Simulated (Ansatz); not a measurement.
## InP: relaxation of cell and atoms with revPBE+D4

The system is InP.

```xyz
2
Lattice="0.0000 2.9305 2.9305 2.9305 0.0000 2.9305 2.9305 2.9305 0.0000" Properties=species:S:1:pos:R:3 pbc="T T T"
In    0.0000    0.0000    0.0000
P     4.3957    4.3957    4.3957
```

```json
{
 "Program": "Ansatz 0.2.0",
 "Task": "relaxation of cell and atoms",
 "Functional": "revPBE",
 "Dispersion": "D4",
 "Potentials or basis": "Ansatz PAW",
 "Cutoff": "420 eV (not typed: the program's choice for these potentials)",
 "k mesh": "8 × 8 × 8",
 "Occupations": "fermi-dirac, width 0.05 eV",
 "Spin": "no spin polarisation"
}
```

| Quantity | Value |
| --- | --- |
| Relaxed volume | 25.45 Å³/atom |
| Relaxed cell | a = 4.160 Å, b = 4.160 Å, c = 4.160 Å, α = 60.00°, β = 60.00°, γ = 60.00° |
| Space group after relaxing (to 0.05 Å) | F-43m (No. 216) |
| Energy gained by relaxing | 0.6 meV/atom |
| Ionic steps | 4 |
| Pressure after relaxing | 0.0 GPa |
| Band gap on the k mesh | 0.75 eV |

Step by step:
| step | energy change (eV) | largest force (eV/Å) | volume (Å³) |
| --- | --- | --- | --- |
| 1 | 0.0000 | 0.0000 | 50.33 |
| 2 | -0.0011 | 0.0000 | 50.96 |
| 3 | -0.0011 | 0.0000 | 50.89 |
| 4 | -0.0013 | 0.0000 | 50.89 |

Final structure:
```cif
data_structure
_symmetry_space_group_name_H-M 'P 1'
_symmetry_Int_Tables_number 1
_cell_length_a 4.1597
_cell_length_b 4.1597
_cell_length_c 4.1597
_cell_angle_alpha 60.000
_cell_angle_beta 60.000
_cell_angle_gamma 60.000
_cell_volume 50.89
loop_
_atom_site_label
_atom_site_type_symbol
_atom_site_fract_x
_atom_site_fract_y
_atom_site_fract_z
_atom_site_occupancy
In1 In 0.00000 0.00000 0.00000 1
P1 P 0.75000 0.75000 0.75000 1
```

Run time: 4 s on 2 threads of Arm Neoverse V1, with other jobs on the host, peak memory 0.33 GiB.

Caveat: the plane-wave basis is chosen anew once the cell has moved, so the energies of steps on either side of that aren't comparable; spin-orbit coupling is left out, which moves the levels of the heavy elements; the PAW data sets come from PBE, with cores solved anew for the run's functional, which leaves a small shift of forces and pressure. A k mesh can miss the band edges.
